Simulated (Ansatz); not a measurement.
**Strain and the gap of BP (F-43m)**

BP (started from an entry of an open crystallographic database), relaxed with r2SCAN in Ansatz. The symmetry is F-43m (No. 216, cubic); a = 4.537 Å in the conventional setting, 11.67 Å³ an atom. B has 4 P at 1.96 Å; P has 4 B at 1.96 Å.

The axes x, y and z are those of this cell:
```yaml
crystal:
  lattice:
    - [0.00000, 2.26832, 2.26832]
    - [2.26832, 0.00000, 2.26832]
    - [2.26832, 2.26832, 0.00000]
  atoms:
    - { symbol: B, position: [0.00000, 0.00000, 0.00000] }
    - { symbol: P, position: [0.25000, 0.25000, 0.25000] }
```

Unstrained: PBE gives an indirect gap of 1.238 eV, from Γ to Γ–X (0.83 of the way from Γ); the least direct gap is 3.405 eV at Γ. The r2SCAN gap is indirect, 1.410 eV (Γ to Γ–X (0.83 of the way from Γ)), below the direct gap of 3.602 eV at Γ. HSE06 gives an indirect gap of 1.964 eV, from Γ to Γ–X (0.83 of the way from Γ); the least direct gap is 4.344 eV at Γ. Meshes: PBE 10×10×10, r2SCAN 10×10×10, HSE06 6×6×6. Strains are changes of length per length, and xy shears are angles. After each strain the atoms were relaxed again with r2SCAN within the symmetry that the strain leaves, so tilts or polar shifts that break it weren't tested; points keep the names that they have in the unstrained zone. (Simulation; spin polarisation is off.)

Changes of the least gap in eV (an overlap counts as a negative gap):
```tsv
strain	volume change (%)	space group	PBE	r2SCAN	HSE06	G0W0@PBE (mesh)	energy rise, r2SCAN (meV/atom)
isotropic +4.86 % on every length	+15.3	F-43m	+0.185	+0.182	+0.179	+0.24	114.9
xy shear, engineering strain (angle) -5.75 %	-0.1	Imm2	-0.600	-0.623	-0.620	-0.72	23.8
biaxial +5.75 % in x and y, z held	+11.8	I-4m2	-0.628	-0.674	-0.672	-0.57	93.1
uniaxial -5.64 % along y	-5.6	I-4m2	-0.959	-1.004	-1.002	–	43.6
```
Unstrained, G0W0@PBE with 97 empty bands, a screening cutoff of 150 eV and a 6×6×6 mesh gives 1.99 eV on its mesh; the band count follows the volume. The G0W0 figures hold for the stated bands, cutoff and mesh and aren't extrapolated.

Isotropic +4.86 % on every length. HSE06: the gap goes from 1.964 to 2.143 eV (+0.179 eV); the edges go from Γ → Γ–X (0.83) to Γ → Γ–X (0.80). Stress change with r2SCAN, compression positive: xx -18.37, yy -18.37, zz -18.37 GPa.

Xy shear, engineering strain (angle) -5.75 %. HSE06: the gap goes from 1.964 to 1.344 eV (-0.620 eV); the edges go from Γ → Γ–X (0.83) to Γ → X; with r2SCAN the top three valence levels at Γ, degenerate before, become 1+1+1 from the top over 488 meV. Stress change with r2SCAN, compression positive: xx +0.69, yy +0.69, zz -0.06, xy +11.38 GPa.

Biaxial +5.75 % in x and y, z held. HSE06: the gap goes from 1.964 to 1.292 eV (-0.672 eV); the edges go from Γ → Γ–X (0.83) to Γ → Γ–X (0.80); with r2SCAN the top three valence levels at Γ, degenerate before, become 1+2 from the top over 514 meV. Stress change with r2SCAN, compression positive: xx -19.76, yy -19.76, zz -6.36 GPa.

Uniaxial -5.64 % along y, other directions held. HSE06: the gap goes from 1.964 to 0.962 eV (-1.002 eV); with r2SCAN the top three valence levels at Γ, degenerate before, become 1+2 from the top over 581 meV. Stress change with r2SCAN, compression positive: xx +5.51, yy +21.64, zz +5.51 GPa.

Where an edge lies off the special points, it is a point of the mesh or the k point where a search put PBE's edge or least direct gap, reused for the other functionals, whose own edges may lie a little apart.

The meshes of the hybrids are coarse, so their gaps aren't converged to the digits shown.

The splittings at Γ are without spin-orbit coupling, which regroups them where it is of like size or larger.
